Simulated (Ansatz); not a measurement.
Runs of Ansatz 0.2.0 on Ge. The structure is cubic, space group Fd-3m (No. 227). The conventional cell has a = 5.658 Å, b = 5.658 Å, c = 5.658 Å, α = 90.00°, β = 90.00°, γ = 90.00°. Ge (site symmetry -43m) is surrounded by 4 Ge at 2.45 Å. 

```csv
task,level,potentials or basis,spin,cell,k mesh,cutoff (eV),smearing,basis error allowed,other keys,mesh quality,gap on the mesh (eV),pressure (GPa),moment (μB)
density of states,revPBE+D4,"all-electron LAPW, scalar-relativistic","non-collinear, antiferromagnetic start",as given,6 × 6 × 6,291,fermi-dirac 0.1 eV,0.002 eV/atom,-,not flagged,-,(c),0.00
single point,PBE,"all-electron LAPW, scalar-relativistic",off,as given,4 × 4 × 4,292,fermi-dirac 0.04 eV,0.002 eV/atom,-,coarse,none,(a),-
single point,PBEsol-PBE,"all-electron LAPW, scalar-relativistic","collinear, ferrimagnetic start",cell stretched,8 × 8 × 8,220,fermi-dirac 0.01 eV,0.002 eV/atom,basis.ecutwfc = 220,not flagged,none,-4.4,0.00
single point,PBE,"all-electron LAPW, scalar-relativistic",off,as given,6 × 6 × 6,292,fermi-dirac 0.04 eV,0.002 eV/atom,-,coarse,none,3.7,-
atomic charges,PBE-LDA,"all-electron LAPW, non-relativistic",off,as given,8 × 8 × 8,291,fermi-dirac 0.025 eV,0.002 eV/atom,-,not flagged,0.57,(b),-
projected density of states,PBE+D4,"all-electron LAPW, scalar-relativistic",off,as given,8 × 8 × 8,342,fermi-dirac 0.01 eV,0.0005 eV/atom,-,not flagged,0.04,1.3,-
relaxation of cell and atoms,PBE,"all-electron LAPW, scalar-relativistic","collinear, antiferromagnetic start",relaxed,8 × 8 × 8,-,fermi-dirac 0.025 eV,0.002 eV/atom,-,not flagged,-,0.0,0.00
```

Problem. Estimate the missing entries.

Solution. (a) 4.2; (b) 9.5; (c) 0.9.

Caveats: some runs use coarse meshes; the starting moments weren't kept (some runs); this crystal is a semiconductor, whose small gap the functional closes, so the metal is an error of the method (some runs); the k mesh is thin for a metal, which can move the energy by tens of meV per atom (some runs); relativity is left out, which matters for the heavier elements (some runs).

A k mesh can miss the band edges, and the runs leave out spin-orbit coupling on Ge.

A gap of «none» marks a metal or a gap under the smearing width.
